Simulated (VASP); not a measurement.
# PtSe2: single point with PBE+D3(BJ)

Slab: PtSe2, a slab with vacuum.

```
Se Pt
1.0
     3.70690    0.00000    0.00000
    -1.85345    3.21027    0.00000
     0.00000    0.00000   22.79884
Se Pt
4 2
Direct
  0.66667 0.33333 0.19738
  0.33333 0.66667 0.31359
  0.83333 0.00000 0.45219
  0.50000 0.33333 0.56840
  0.00000 0.00000 0.25548
  0.16667 0.66667 0.51029
```

The cell isn't the ideal one: upper layer slid by (3/6, 2/6) of the cell.

```yaml
Program: VASP 6.6.1
Task: single point
Functional: PBE
Dispersion: D3(BJ)
Potentials_or_basis: VASP PAW PBE potentials, release 64 (Se, Pt)
Cutoff: 520 eV
k_mesh: 9 × 9 × 1
Occupations: gaussian, width 0.05 eV
Spin: no spin polarisation
```

```
Largest force                          : 0.079 eV/Å
Band gap on the k mesh                 : 0.78 eV, indirect (least direct gap 1.06 eV)
Dispersion energy per atom             : -0.355 eV
Ionisation potential of the upper face : 5.26 eV
```

Forces on the atoms (eV/Å):
```
Se  -0.016 -0.014 -0.013
Se  -0.021 -0.028  0.012
Se   0.021  0.028 -0.012
Se   0.016  0.014  0.013
Pt   0.004  0.015  0.077
Pt  -0.004 -0.015 -0.077
```

Levels at points of the mesh, in eV from the valence-band top:
```
           k point  band 18  band 19  band 20  band 21  band 22  band 23  band 24  band 25  band 26  band 27
(0.00, 0.00, 0.00)    -0.48    -0.44    -0.41    -0.40    -0.32     2.46     2.52     2.56     2.62     4.18
```

Run time: 8 min on 1 thread of Intel(R) Xeon(R) Platinum 8488C (Sapphire Rapids), with other jobs on the host, peak memory 0.55 GiB.

Caveat: spin-orbit coupling is left out, which moves the levels of the heavy elements.
